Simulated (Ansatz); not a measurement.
**Preparing AlN (P6_3mc) as a host crystal**

Before any defect goes in: AlN (P6_3mc) at rest, and how it screens a charge.

Program: Ansatz 0.2.0. Level of theory: plane-wave PAW DFT, PBEsol; relaxation of the host's cell and atoms; PAW set soft_1, in the first sound run; inputs show where later runs differ. Results are calculated unless marked as measured.

**1. Set-up**

It takes space group P6_3mc (No. 186, hexagonal). Conventional cell: a = 3.129 Å, b = 3.129 Å, c = 5.017 Å, α = 90.00°, β = 90.00°, γ = 120.00°. Nearest to Al lie 4 N at 1.90 to 1.91 Å. Nearest to N lie 4 Al at 1.90 to 1.91 Å. Farther neighbours and most contacts between anions are not listed.

**2. Host cell relaxation**

Cell and atoms are relaxed together, until forces and stress fall under their thresholds.

The input, cell/input.yaml:

```yaml
crystal:
  lattice:
    - [3.1285881, 0.0, 0.0]
    - [-1.5642941, 2.7094368, 0.0]
    - [0.0, 0.0, 5.016955]
  atoms:
    - { symbol: Al, position: [0.66666667, 0.33333333, 0.499287] }
    - { symbol: Al, position: [0.33333333, 0.66666667, 0.999287] }
    - { symbol: "N", position: [0.66666667, 0.33333333, 0.880713] }
    - { symbol: "N", position: [0.33333333, 0.66666667, 0.380713] }
basis:
  ecutwfc: 420
  xc_grid: 2
hamiltonian:
  xc: pbesol
  pseudopotentials: { kind: paw, azcp: { folder: soft_1 }, xc_functional: pbe }
kpoints:
  mp_grid: { grid: [10, 10, 6] }
scf:
  occupations: { method: fixed }
  max_iter: 100
relax:
  f_tol: 0.005
  max_steps: 60
  cell: {}
output:
  forces: true
  stress: true
checkpoint:
  write: "../cell.run"
  compress: false
  write_wavefunctions: false
  write_every: 100000
```

On the command line:

```
ansatz run input.yaml --threads 32 --pin off --max-ram 84787MiB --backend cuda --events-out ev --progress --plain --runs-dir out --max-vram 78GiB
```

Numbers of over 12 decimals in the logs are rounded to 6 here.

The program printed:

```text
[... repeated set-up lines and file paths are left out, and long positions are rounded to six places ...]
Engine: ansatz 0.2.0, aarch64-unknown-linux-gnu
Pseudopotentials: kind: paw
Pseudopotential: Al, paw, valence charge 3, recommended cutoff 420 eV (normal), soft_1/Al.paw.azcp
Pseudopotential: N, paw, valence charge 5, recommended cutoff 420 eV (normal), soft_1/N.paw.azcp
Functional definition: PBEsol
  exchange = pbesol_x
  correlation = pbesol_c
[...]
Crystal: 4 atoms, lattice volume = 42.527 Å³
Basis set: ecut = 420 eV, 833 PW (Γ), exchange–correlation on 48×48×72 points (8 copies of the dense FFT grid, shifted against one another)
Bands: 12, of which v1, the nominal top of the filled ones, is band 8 counted from 1 (7 counted from 0)
Symmetry: 12 space group operations
Space group: P63mc (ITA 186), of the structure as read, at distance tolerance 3.5e-5 Å
k-points: 56 of 600 (time reversal used)
Non-local potential: Al, projectors of the file, l = 0: 2, l = 1: 2, l = 2: 1
Non-local potential: N, projectors of the file, l = 0: 2, l = 1: 2, l = 2: 1
PAW form: soft (Blöchl's): semilocal exchange-correlation on the pseudo side does not see the compensation charge
PAW frozen core: Al, regenerated for the run's functional, and the local potential with it (the file was generated under x = pbe(κ = 0.804, μ = 0.219515), c = pbe(β = 0.066725))
PAW frozen core: N, regenerated for the run's functional, and the local potential with it (the file was generated under x = pbe(κ = 0.804, μ = 0.219515), c = pbe(β = 0.066725))
PAW one-centre angular grid: Al, 110 points (default); XC on 64 Gauss nodes
PAW one-centre angular grid: N, 110 points (default); XC on 64 Gauss nodes
Initial density: superposition of atomic densities (chi_scale 0.1, normalization cell, long waves kept (reshape's long-wave potential 0.00 eV rms))
Initial wavefunctions: pseudopotential atomic-orbital guess
[...]
Functional: x = pbesol(κ = 0.804, μ = 0.123457), c = pbesol(β = 0.046)
SCF iter   1: F=—  HF=-1814.557047 eV  |Δ(HF+E_count)|=         —  Δρ=1.27e-1  dr2=8.60e0  Hψ=3644
preconditioner: auto → none  [insulator: Δε(μ)=5.225 eV  Ē_g=13.993 eV  n_scr=2 (ndim 8)  ℏωp=22.8 eV  f_vac=0.000  ε∞_Penn≈3.6]
SCF iter   2: F=—  HF=-1812.338241 eV  |Δ(HF+E_count)|=    2.22e0  Δρ=7.34e-2  dr2=1.37e0  Hψ=1952
[...]
SCF iter   7: F=-1811.918512 eV  HF=-1811.918512 eV  |Δ(HF+E_count)|=   8.08e-9  Δρ=3.08e-6  dr2=1.58e-9  Hψ=2447
SCF 1 converged in 7 iterations: F = -1811.918512 eV  dr2 = 1.58e-9
  greatest PAW one-centre occupation: 0.786 electrons in one spin orbital (limit 2), on the N atom at site 3 (counted from 0), in its partial waves of l = 0
relax step   1: F+E_penalty+E_count = -1811.91851187 eV  Δ(F+E_penalty+E_count) = +0.000e0 eV  max|allowed force component| = 6.017e-3 eV/Å  Δτ_max = 0.0000 Å  P = -3.168 GPa  Ω = 42.527 Å³  (7 SCF iters, dr2 threshold 1.00e-7 eV, accepted)
[... the SCF cycles and remarks between the steps are left out from here to the last step ...]
relax step   2: F+E_penalty+E_count = -1811.92433892 eV  Δ(F+E_penalty+E_count) = -5.827e-3 eV  max|allowed force component| = 6.283e-3 eV/Å  Δτ_max = 0.0007 Å  P = -1.560 GPa  Ω = 42.176 Å³  energy of the carried Pulay correction = +6.009e-4 eV  (4 SCF iters, dr2 threshold 4.00e-7 eV, accepted)
relax step   3: F+E_penalty+E_count = -1811.92652539 eV  Δ(F+E_penalty+E_count) = -2.186e-3 eV  max|allowed force component| = 2.368e-3 eV/Å  Δτ_max = 0.0006 Å  P = +0.035 GPa  Ω = 41.842 Å³  energy of the carried Pulay correction = +1.177e-3 eV  (4 SCF iters, dr2 threshold 4.00e-7 eV, accepted)
[...]
iter 1 solved again at ethr=8.04e-9 eV; its pass at ethr=3.10e-3 eV (dr2=1.29e-6 eV) is discarded
SCF iter   1: F=—  HF=-1811.925457 eV  |Δ(HF+E_count)|=         —  Δρ=6.95e-5  dr2=3.41e-7  Hψ=5748
[...]
SCF iter   2: F=—  HF=-1811.925428 eV  |Δ(HF+E_count)|=   2.89e-5  Δρ=3.24e-5  dr2=9.34e-8  Hψ=1120
SCF iter   3: F=—  HF=-1811.925428 eV  |Δ(HF+E_count)|=   1.08e-7  Δρ=1.39e-5  dr2=1.51e-8  Hψ=1029
SCF iter   4: F=—  HF=-1811.925428 eV  |Δ(HF+E_count)|=   2.12e-8  Δρ=9.67e-7  dr2=1.01e-10  Hψ=1084
SCF iter   5: F=-1811.925428 eV  HF=-1811.925428 eV  |Δ(HF+E_count)|=  1.50e-10  Δρ=2.44e-7  dr2=5.57e-12  Hψ=3999
SCF 4 converged in 5 iterations: F = -1811.925428 eV  dr2 = 5.57e-12
relax step   4: F+E_penalty+E_count = -1811.92542837 eV  Δ(F+E_penalty+E_count) = +1.097e-3 eV  max|allowed force component| = 2.387e-3 eV/Å  Δτ_max = 0.0000 Å  P = -0.020 GPa  Ω = 41.842 Å³  stress off target by 2.17e-2 GPa  SCF on the basis re-selected at this cell (its energy is not comparable with the rows above)  (5 SCF iters)
basis re-selected at this cell: Δ(F+E_penalty+E_count) = +1.097e-3 eV, ΔP = -0.055 GPa vs the last step (what re-selecting the basis moved, of the pressure what is left beyond the Pulay correction that the steps carried, after the strain that the cell walked [...]
SCF converged after 5 iterations
Free energy (F): -1811.925428 eV
Harris-Foulkes:  -1811.925428 eV  (|F-HF|=1.11e-11)
Internal energy: -1811.925428 eV  (E = F + TS)
E sigma→0 (E₀):  -1811.925428 eV
Fermi energy:    7.033609 eV
--- Per-component energies (eV) ---
  E_band       = 28.451425
  E_kinetic    = 311.969992
  E_local      = -418.982558  (includes V_loc(G=0)·N_el)
  E_nonlocal   = 89.682408
  E_hartree    = 153.510501
  E_xc         = -195.984128
  E_vxc        = -213.006687  (∫ρ·V_xc dr)
  E_paw        = -1160.730401  (= ΣΔE_a)
  E_vpaw       = -48.234416  (= ΣTr[D̂ρ^β])
  E_aug_tail   = 0.001678  (compensation charges beyond the density's cutoff)
  E_ewald      = -591.487397
  E_core_change = 0.094476  (= ΣΔE_core)
  E_smearing   = -0.000000  (= −TS)
  E_closure    = -0.000000  (closes the sum)
  Σ components = -1811.925428   (vs F -1811.925428, Δ=0.00e0)
--- Forces (eV/Å), atoms counted from 1 ---
  atom   1  Al     0.00000000     0.00000000    -0.00238719
  atom   2  Al    -0.00000000    -0.00000000    -0.00238719
  atom   3  N      0.00000000    -0.00000000     0.00238643
  atom   4  N     -0.00000000     0.00000000     0.00238643
  max |Σ_I F_I| component: 1.52e-6 eV/Å
--- Stress (GPa, compression-positive) ---
       -0.021658       0.000000       0.000000
        0.000000      -0.021658       0.000000
        0.000000       0.000000      -0.015229
  P = ⅓ Tr σ = -0.0195 GPa (-0.195 kbar)
--- Band table (eV; the first three rows and the last of 56) ---
  k-point 0: bands = [... 4 lower, 6.1582, 6.8112, 6.8112, 7.0336, 11.1302, 13.5763, 17.5234, 18.0476]
  k-point 1: bands = [... 4 lower, 6.1996, 6.4221, 6.7649, 6.7649, 11.6301, 13.6438, 17.3475, 18.0159]
  [... further k-points left out ...]
--- Relaxed structure (3 steps of the walk, 3 accepted, 1 SCFs on fresh bases) ---
  F+E_penalty+E_count = -1811.92542837 eV   max|allowed force component| = 2.387e-3 eV/Å   (the final SCF, on the basis selected at the relaxed cell)
  cell:  # Å, volume = 41.8416 Å³
    - [3.113607, 2.8729285943171094e-8, 0.0]
    - [-1.556804, 2.696463, 0.0]
    - [0, 0.0, 4.983677]
  atoms:
    - { symbol: Al, position: [0.666667, 0.333333, 0.499034] }
    - { symbol: Al, position: [0.333333, 0.666667, 0.999034] }
    - { symbol: N, position: [0.666667, 0.333333, 0.880966] }
    - { symbol: N, position: [0.333333, 0.666667, 0.380966] }
```

Elapsed: 2.3 s, on 1 × NVIDIA GB200 with 32 threads of Arm Neoverse V2, shared host; peak memory 0.9 GiB; 7.2 s of CPU time.

Step by step:

```csv
step,energy less that of the first step (eV),largest force component (eV/Å),pressure (GPa),volume (Å³)
1,0.0000,0.0060,-3.17,42.53
2,-0.0058,0.0063,-1.56,42.18
3,-0.0080,0.0024,0.04,41.84
4*,-0.0069,0.0024,-0.02,41.84
```

Relaxation steps marked * repeat the geometry before them on a plane-wave basis chosen anew for their cell, so energy and pressure can jump there.

The run keeps the 12 symmetry operations that it works with, so distortions that break them were not tested.

```csv
"conventional cell, symmetrised",before,after,change
a (Å),3.129,3.114,-0.5 %
b (Å),3.129,3.114,-0.5 %
c (Å),5.017,4.984,-0.7 %
volume (Å³/atom),10.63,10.46,-1.6 %
```

The relaxed structure:

```
Al N
1.0
     3.11361    0.00000    0.00000
    -1.55680    2.69646    0.00000
     0.00000    0.00000    4.98368
Al N
2 2
Direct
  0.66667 0.33333 0.49903
  0.33333 0.66667 0.99903
  0.66667 0.33333 0.88097
  0.33333 0.66667 0.38097
```

This step gave:

```yaml
pressure: -0.01951 GPa
```

The relaxation ends with a largest force component of 0.0024 eV/Å and a pressure of -0.02 GPa.

**3. Dielectric tensors of the host**

The response to a uniform electric field gives the electronic dielectric tensor.

This step: plane-wave PAW DFPT, PBEsol; dielectric tensors, Born charges and zone-centre modes of the host; PAW set soft_1 (Ansatz 0.2.0).

The input, eps/input.yaml:

```yaml
crystal:
  lattice:
    - [3.1136073585, 2.87e-08, 0.0]
    - [-1.5568037041, 2.6964630555, 0.0]
    - [0.0, 0.0, 4.9836767961]
  atoms:
    - { symbol: Al, position: [0.6666666667, 0.3333333333, 0.4990341637] }
    - { symbol: Al, position: [0.3333333333, 0.6666666667, 0.9990341637] }
    - { symbol: "N", position: [0.6666666667, 0.3333333333, 0.8809658363] }
    - { symbol: "N", position: [0.3333333333, 0.6666666667, 0.3809658363] }
basis:
  ecutwfc: 420
hamiltonian:
  xc: pbesol
  pseudopotentials: { kind: paw, azcp: { folder: soft_1 }, xc_functional: pbe }
kpoints:
  mp_grid: { grid: [9, 9, 5] }
scf:
  occupations: { method: fixed }
  max_iter: 100
phonons:
  method: dfpt
  dielectric: true
  rigid_motions: translations
```

The program printed:

```text
[...]
Crystal: 4 atoms, lattice volume = 41.842 Å³
Basis set: ecut = 420 eV, 809 PW (Γ), exchange–correlation on 48×48×72 points (8 copies of the dense FFT grid, shifted against one another)
Bands: 12, of which v1, the nominal top of the filled ones, is band 8 counted from 1 (7 counted from 0)
Symmetry: 12 space group operations
k-points: 115 of 405 (irreducible under 2 space group operations, time reversal used)
[...]
SCF iter   1: F=—  HF=-1814.635252 eV  |Δ(HF+E_count)|=         —  Δρ=1.30e-1  dr2=8.74e0  Hψ=7440
[...]
SCF iter   2: F=—  HF=-1812.336179 eV  |Δ(HF+E_count)|=    2.30e0  Δρ=7.33e-2  dr2=1.32e0  Hψ=3991
[...]
SCF iter   9: F=-1811.925442 eV  HF=-1811.925442 eV  |Δ(HF+E_count)|=  4.55e-11  Δρ=4.74e-8  dr2=4.89e-13  Hψ=5317
SCF 1 converged in 9 iterations: F = -1811.925442 eV  dr2 = 4.89e-13
[...]
the response reads at least the filled bands of the reference SCF and the lowest empty band at each k-point, and that SCF's band table does not vouch for those bands. The notice of the band table in this run's record says why
[...]
NSCF: frozen V_eff on 1 k-points
[...]
NSCF: frozen V_eff on 36 k-points, pencils in batches of 32, up to order 48
[...]
DFPT response loops at q = (0, 0, 0) (fractional): preconditioner auto → none (the input reference at scf.mixing.eps_inf says where Resta's filter doesn't serve); β = 0.50; Anderson in place of MSR1; [...]
[...]
DFPT response loops at Γ: preconditioner auto → none (the input reference at scf.mixing.eps_inf says where Resta's filter doesn't serve); β = 0.50; Broyden in place of MSR1
── the response to a field inside a basis, on 10×10×6 k-points: an SCF that follows is theirs, and a resumed run solves both again ──
[...]
Bands: 9, of which v1, the nominal top of the filled ones, is band 8 counted from 1 (7 counted from 0)
k-points: 90 of 600 (irreducible under 4 space group operations, time reversal used)
[...]
Eigensolver: Dense (90 Hₖ)
SCF iter   1: F=—  HF=-1811.925016 eV  |Δ(HF+E_count)|=         —  Δρ=2.27e-4  dr2=3.19e-6
[...]
SCF iter   4: F=-1811.925019 eV  HF=-1811.925019 eV  |Δ(HF+E_count)|=   4.26e-8  Δρ=3.50e-6  dr2=1.46e-9
SCF 1 converged in 4 iterations: F = -1811.925019 eV  dr2 = 1.46e-9
[...]
SCF converged after 9 iterations
Free energy (F): -1811.925442 eV
[...]
Internal energy: -1811.925442 eV  (E = F + TS)
E sigma→0 (E₀):  -1811.925442 eV
Fermi energy:    7.033630 eV
[...]
--- Band table (eV; the first three rows and the last of 115) ---
  k-point 0: bands = [... 4 lower, 6.1582, 6.8113, 6.8113, 7.0336, 11.1302, 13.5763, 17.5234, 18.0476]
  k-point 1: bands = [... 4 lower, 6.2173, 6.2173, 6.7454, 6.7454, 11.8098, 13.6665, 17.2838, 18.0120]
  [... further k-points left out ...]
--- Phonons (Γ-DFPT): 4 representative perturbations + reference (Σ response iterations 20) ---
  k mesh reduced under 2 symmetry operations, with k and −k counted as one. Each operation leaves every solved perturbation unchanged. A smaller set is not considered because the run solves the response to a homogeneous field
  ASR residual: 1.620e-4 → 0.000e0 eV/Å²; symmetrization residual: 4.257e-7 eV/Å²
  ASR residual per site (eV/Å²): 1.62e-4 1.62e-4 7.92e-5 7.92e-5
  Γ frequencies (cm⁻¹): 0.00 0.00 0.00 234.93 234.93 542.18 606.42 651.64 651.64 662.93 662.93 712.94
  ε∞ (high-frequency dielectric tensor):
        4.495803     0.000000     0.000000
        0.000000     4.495803     0.000000
        0.000000     0.000000     4.728151
  ε⁰ (static dielectric tensor: ions relaxed, cell fixed):
        8.198581     0.000000     0.000000
        0.000000     8.198581     0.000000
        0.000000     0.000000     9.741989
  ε⁰ − ε∞ (ionic part):
        3.702778     0.000000     0.000000
        0.000000     3.702778     0.000000
        0.000000     0.000000     5.013838
  softest optical mode at Γ: 234.93 cm⁻¹; the repairs (sum rule, projections) moved no ω² at Γ by more than (1.32 cm⁻¹)²
  Born effective charges Z* (e; rows j = field, columns β = displacement):
    site 0:
         2.52572    0.00000   -0.00000
         0.00000    2.52572   -0.00000
         0.00000   -0.00000    2.68851
    site 1:
         2.52572    0.00000   -0.00000
         0.00000    2.52572   -0.00000
         0.00000    0.00000    2.68851
    site 2:
        -2.52572   -0.00000    0.00000
        -0.00000   -2.52572    0.00000
        -0.00000    0.00000   -2.68851
    site 3:
        -2.52572   -0.00000   -0.00000
        -0.00000   -2.52572    0.00000
         0.00000   -0.00000   -2.68851
  Z* charge neutrality: 8.132e-4 e pre-enforcement
  solved inside a basis spanned on kpoints, on 10×10×6 k-points, its susceptibility summed on 16×16×10: ε∞ is read to err by 1.3e-2, Z* by 1.0e-2 e (field_mesh: kpoints solves on kpoints); Z* is corrected for what the basis lacks
  optical modes at Γ without the LO–TO term, one row a degenerate level:
      ω (cm⁻¹)  modes    IR ((D/Å)²/amu)
        234.93      2             0.0000
        542.18      1             0.0000
        606.42      1            36.1714
        651.64      2             0.0000
        662.93      2            63.8475
        712.94      1             0.0000
  optical modes at Γ + LO–TO along q̂ = [1.0000, 0.0000, 0.0000]:
      ω (cm⁻¹)  modes    IR ((D/Å)²/amu)
        234.93      2             0.0000
        542.18      1             0.0000
        606.42      1            36.1714
        651.64      2             0.0000
        662.93      1            31.9238
        712.94      1             0.0000
        895.23      1            31.9238
  optical modes at Γ + LO–TO along q̂ = [0.0000, 1.0000, 0.0000]:
      ω (cm⁻¹)  modes    IR ((D/Å)²/amu)
        234.93      2             0.0000
        542.18      1             0.0000
        606.42      1            36.1714
        651.64      2             0.0000
        662.93      1            31.9238
        712.94      1             0.0000
        895.23      1            31.9238
  optical modes at Γ + LO–TO along q̂ = [0.0000, 0.0000, 1.0000]:
      ω (cm⁻¹)  modes    IR ((D/Å)²/amu)
        234.93      2             0.0000
        542.18      1             0.0000
        651.64      2             0.0000
        662.93      2            63.8475
        712.94      1             0.0000
        870.47      1            36.1714
```

Run time: 6.6 s. Hardware: 1 × NVIDIA GB200 with 32 threads; peak memory 1.2 GiB; 51 s of CPU time.

The column dr2 measures how far the density is from self-consistency, as an energy; F and HF (Harris–Foulkes) agree once it is small.

Electronic dielectric tensor:

```
4.50 0.00 0.00
0.00 4.50 0.00
0.00 0.00 4.73
```

Static dielectric tensor:

```
8.20 0.00 0.00
0.00 8.20 0.00
0.00 0.00 9.74
```

The principal values of the electronic dielectric tensor are 4.50, 4.50 and 4.73. The principal values of the static dielectric tensor are 8.20, 8.20 and 9.74.

(Continued in part 2 of 3.)

[Logs are printed without paths, hosts, clocks, repeated set-up lines and the standing remarks that a program may print on its own settings, such as how far it seeks lower states.]

[Hosts, paths, dates, database ids (printed as entryN), source tags and the programs' standing remarks are cut or masked in the printed files.]

[Runs of the host that timed out are not shown.]

[For some hosts the program warned that the k-mesh of the response run may be too coarse for force constants and the static dielectric constant; such warnings are not always shown.]
